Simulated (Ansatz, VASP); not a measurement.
## Mo: VASP beside Ansatz

The input INCAR:

```
SYSTEM = Mo
PREC = Accurate
ENCUT = 520
EDIFF = 1E-6
ISMEAR = 0
SIGMA = 0.15
LREAL = .False.
LASPH = .True.
NELM = 60
ALGO = Normal
ISIF = 2
LWAVE = .False.
LCHARG = .True.
GGA = PE
LELF = .True.
LVHAR = .True.
NBANDS = 13
```

The input KPOINTS:

```
Automatic mesh
0
Gamma
  20 20 20
  0 0 0
```

The input POSCAR:

```
Mo
1.0
    0.0000000000      2.0010280217      2.0010280217
    2.0010280217      0.0000000000      2.0010280217
    2.0010280217      2.0010280217      0.0000000000
Mo
1
Direct
    0.0000000000      0.0000000000      0.0000000000
```

Input for Ansatz:

```yaml
crystal:
  lattice:
    - [0.0, 2.0010280217, 2.0010280217]
    - [2.0010280217, 0.0, 2.0010280217]
    - [2.0010280217, 2.0010280217, 0.0]
  atoms:
    - { symbol: Mo, position: [0.0, 0.0, 0.0] }
basis:
  ecutwfc: 420
kpoints:
  mp_grid: { grid: [20, 20, 20] }
hamiltonian:
  xc: pbe
scf:
  occupations: { method: gaussian, width: 0.15 }
output:
  forces: true
  stress: true
  eigenvalues: true
  write_density: true
  write_potential: true
  elf: true
  volumetric_format: npy
```

This isn't the form of Mo at room conditions, which is bcc.

Alike in both runs: task single point; functional PBE; k mesh 20 × 20 × 20; occupations gaussian, width 0.15 eV; no spin polarisation.

|  | VASP | Ansatz |
| --- | --- | --- |
| version | VASP 6.6.1 | Ansatz 0.2.0 |
| potentials or method | VASP PAW PBE potentials, release 64 (Mo_sv) | scalar-relativistic, plane waves, PAW |
| plane-wave cutoff (eV) | 520 | 420 |
| valence electrons in the cell | 14 | 14 |

|  | VASP | Ansatz | Ansatz less VASP |
| --- | --- | --- | --- |
| gap on the k mesh at the Fermi level (eV) | none | none | - |
| pressure (GPa) | 0.6 | 0.1 | -0.47 |

A gap of «none» marks a metal or a gap that the smearing closes. With one functional, cell and mesh, what is left measures potentials, basis and numerics.
